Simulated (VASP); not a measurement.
# Se (P3_121) in VASP: settings compared, part 2 of 2

VASP 6.6.1. The steps go on from the part before.

## (5) Relaxation of cell and atoms, PBE

This run uses another cell than the first one, of 30.22 Å³/atom, 1.108 times its volume.

INCAR

```
ALGO = Normal
EDIFF = 1E-7
EDIFFG = -0.005
ENCUT = 300
GGA = PE
IBRION = 2
ISIF = 3
ISMEAR = 0
LASPH = True
LCHARG = False
LREAL = False
LWAVE = False
NELM = 80
NSW = 90
PREC = Accurate
SIGMA = 0.03
```

KPOINTS

```
k-points
0
Gamma
  5 5 3
```

POSCAR

```
Se                                      
1.0
    4.5601458488      0.0000000000      0.0000000000
   -2.2800729244      3.9492021500     -0.0000000000
    0.0000000000     -0.0000000000      5.0337567478
  Se            
     3
Direct
     0.2171173422927703    0.0000000000000000    0.3333333332999970
     0.9999999999999999    0.2171173422927701    0.6666666667000030
     0.7828826577072299    0.7828826577072298    0.0000000000000000
```

Potentials or basis: VASP PAW PBE potentials, release 64 (Se).

Run with:

```bash
> cat potpaw_PBE.64/Se/POTCAR > POTCAR
> mpirun -np 1 vasp_std > vasp.out
```

OUTCAR:

```text
EDIFF = 1E-7
   EDIFFG = -0.005
   ENCUT = 300
   GGA = PE
   IBRION = 2
   ISIF = 3
   ISMEAR = 0
   LASPH = True
   LREAL = False
   NELM = 80
   NSW = 90
   PREC = Accurate

 ion  position               nearest neighbor table
   1  0.217  0.000  0.333-   3 2.40   2 2.40
   2  0.000  0.217  0.667-   3 2.40   1 2.40
   3  0.783  0.783  0.000-   2 2.40   1 2.40

  LATTYP: Found a hexagonal cell.
 ALAT       =     4.5601458488
 C/A-ratio  =     1.1038587174

  Lattice vectors:

 A1 = (   4.5601458488,   0.0000000000,   0.0000000000)
 A2 = (  -2.2800729244,   3.9492021500,   0.0000000000)
 A3 = (   0.0000000000,   0.0000000000,   5.0337567478)

Analysis of symmetry for initial positions (statically):
=====================================================================
 Subroutine PRICEL returns:
 Original cell was already a primitive cell.

 Routine SETGRP: Setting up the symmetry group for a
 hexagonal supercell.

 Subroutine GETGRP returns: Found  6 space group operations
 (whereof  2 operations were pure point group operations)
 out of a pool of 24 trial point group operations.

The static configuration has the point symmetry C_2 .
 The point group associated with its full space group is D_3 .

Analysis of symmetry for dynamics (positions and initial velocities):
=====================================================================
 Subroutine PRICEL returns:
 Original cell was already a primitive cell.

 Routine SETGRP: Setting up the symmetry group for a
 hexagonal supercell.

 Subroutine GETGRP returns: Found  6 space group operations
 (whereof  2 operations were pure point group operations)
 out of a pool of 24 trial point group operations.

The dynamic configuration has the point symmetry C_2 .
 The point group associated with its full space group is D_3 .

 Subroutine INISYM returns: Found  6 space group operations
 (whereof  2 operations are pure point group operations),
[... 99 lines left out ...]
   EFERMI =   0.00;   METHOD = LEGACY
   ISMEAR =     0;   SIGMA  =   0.03  broadening in eV -4-tet -1-fermi 0-gaus
   EFERMI_NEDOS =   21; number of points for ismear=-14 and -15
   IALGO  =     38    algorithm
   IMIX   =      4    mixing-type and parameters
     AMIX     =   0.40;   BMIX     =  1.00
     AMIX_MAG =   1.60;   BMIX_MAG =  1.00
  volume/ion in A,a.u.               =      30.22       203.92
  Fermi-wavevector in a.u.,A,eV,Ry     =   0.955078  1.804836 12.410883  0.912174
  Thomas-Fermi vector in A             =   2.083883
   LORBIT       =      0    0 simple, 1 ext, 2 COOP (PROOUT), +10 PAW based schemes
   GGA     = PE    functional components
   LHFCALC =     F    Hartree Fock is set to
   AEXX    =    0.0000 exact exchange contribution
   IVDW    =     0    specifies the selected vdW correction
   LEPSILON=     F    determine dielectric tensor
   LRPA    =     F    only Hartree local field effects (RPA)
 conjugate gradient relaxation of ions
 non-spin polarized calculation
 Gauss-broadening in eV      SIGMA  =   0.03
  energy-cutoff  :      300.00
  volume of cell :       90.65
 maximum number of plane-waves:      1083
 NGX is ok and might be reduce to    28
   NGX = 13   NGY = 13   NGZ = 15

--------------------------------------- Ionic step        1  -------------------------------------------

 number of electron      17.9999994 magnetization

 Free energy of the ion-electron system (eV)
  ---------------------------------------------------
  ext. energy  EPLUGINS =         0.00000000
  ---------------------------------------------------
  free energy    TOTEN  =       -10.51564634 eV

  energy without entropy =      -10.51564634  energy(sigma->0) =      -10.51564634

------------------------ aborting loop because EDIFF is reached ----------------------------------------

  FORCE on cell =-STRESS in cart. coord.  units (eV):
  Direction    XX          YY          ZZ          XY          YZ          ZX
  --------------------------------------------------------------------------------------
  -------------------------------------------------------------------------------------
  Total        0.0017591      0.0017591      0.0276383      0.0000000      0.0000000      0.0000000
  in kB        0.0310898      0.0310898      0.4884736      0.0000000      0.0000000      0.0000000
  external PRESSURE =       0.1835511 kB  Pullay stress =       0.0000000 kB
[... 61 lines left out ...]
--------------------------------------- Ionic step        3  -------------------------------------------

 number of electron      17.9999993 magnetization

 Free energy of the ion-electron system (eV)
  ---------------------------------------------------
  ext. energy  EPLUGINS =         0.00000000
  ---------------------------------------------------
  free energy    TOTEN  =       -10.51568972 eV

  energy without entropy =      -10.51568972  energy(sigma->0) =      -10.51568972

 E-fermi :   1.7195     XC(G=0):  -8.3453

 val. band max:        1.5240590262   @ k =   0.0000   0.4000   0.3333
 cond. band min:       3.1785965412   @ k =   0.0000   0.0000   0.3333
 fundamental gap:      1.6545375151
 Fermi energy:         1.7194627396

 k-point     1 :       0.0000    0.0000    0.0000
  band No.  band energies     occupation
      1     -13.6396      2.00000
      2      -9.8361      2.00000
      3      -9.8361      2.00000
      4      -2.0351      2.00000
      5      -2.0351      2.00000
      6      -1.6895      2.00000
      7      -0.1466      2.00000
      8      -0.1466      2.00000
      9       1.3954      2.00000
     10       3.6715      0.00000
     11       3.6715      0.00000
     12       4.0362      0.00000
     13       7.5235      0.00000
[... 204 lines left out ...]
  FREE ENERGIE OF THE ION-ELECTRON SYSTEM (eV)
  ---------------------------------------------------
  free  energy   TOTEN  =       -10.5156897222 eV

  energy  without entropy=      -10.5156897222  energy(sigma->0) =      -10.51568972

 reached required accuracy - stopping structural energy minimisation
```

OSZICAR:

```text
N       E                     dE             d eps       ncg     rms          rms(c)
DAV:   1     0.689532045918E+02    0.68953E+02   -0.52616E+03   312   0.728E+02
DAV:   2    -0.588073731529E+01   -0.74834E+02   -0.72122E+02   410   0.151E+02
DAV:   3    -0.105656913954E+02   -0.46850E+01   -0.46644E+01   362   0.446E+01
[... 19 lines left out ...]
DAV:   2    -0.105157066923E+02    0.35108E-04   -0.15694E-04   387   0.842E-02    0.205E-02
DAV:   3    -0.105156893588E+02    0.17333E-04   -0.46021E-05   332   0.384E-02    0.618E-03
DAV:   4    -0.105156894902E+02   -0.13140E-06   -0.78257E-07   382   0.620E-03    0.431E-03
DAV:   5    -0.105156897068E+02   -0.21666E-06   -0.14022E-07   231   0.293E-03    0.284E-04
DAV:   6    -0.105156897222E+02   -0.15334E-07   -0.94575E-09   156   0.733E-04
   3 F= -.10515690E+02 E0= -.10515690E+02  d E =-.433862E-04
```

Run time: 11 s. Hardware: 1 thread of AMD EPYC 9R45 (Zen 5), shared host; peak memory 0.11 GiB.

Results:

| Property | Result |
| --- | --- |
| Free energy | -10.5157 eV |
| Relaxed volume | 30.26 Å³/atom |
| Relaxed cell | a = 4.561 Å, b = 4.561 Å, c = 5.041 Å, α = 90.00°, β = 90.00°, γ = 120.00° |
| Space group after relaxing (to 0.05 Å) | P3_121 (No. 152) |
| Energy gained by relaxing | 0.0 meV/atom |
| Ionic steps | 3 |
| Pressure after relaxing | 0.0 GPa |
| Band gap on the k mesh | 1.65 eV, indirect (least direct gap 1.79 eV) |

Final structure:
```
Se
1.0
     4.56054    0.00000    0.00000
    -2.28027    3.94954    0.00000
     0.00000    0.00000    5.04058
Se
3
Direct
  0.21677 0.00000 0.33333
  0.00000 0.21677 0.66667
  0.78323 0.78323 0.00000
```

Caveat: an odd mesh through Γ misses points on the zone boundary, where band edges often lie.

## (6) Summary

```csv
level,potentials or basis,k mesh,cutoff (eV),mesh quality,gap on the mesh (eV),pressure (GPa),relaxed volume (Å³/atom)
LDA,"VASP PAW LDA potentials, release 64 (Se)",9 × 9 × 6,600,not flagged,0.27,0.0,23.04
PBE,"VASP PAW PBE potentials, release 64 (Se)",5 × 5 × 3,300,coarse,1.65,0.0,30.22
PBE,"VASP PAW PBE potentials, release 64 (Se)",5 × 5 × 3,300,not flagged,1.65,0.0,30.26
```

Alike in all rows: task relaxation of cell and atoms; no spin polarisation; cell relaxed; smearing gaussian 0.03 eV.

Caveats: some runs use coarse meshes; an odd mesh through Γ misses points on the zone boundary, where band edges often lie; the volume moved by +11 % from the deposited cell, more than functionals usually miss (some runs).

Total energies depend on the potentials used, so only differences within one code and one set of settings carry meaning.
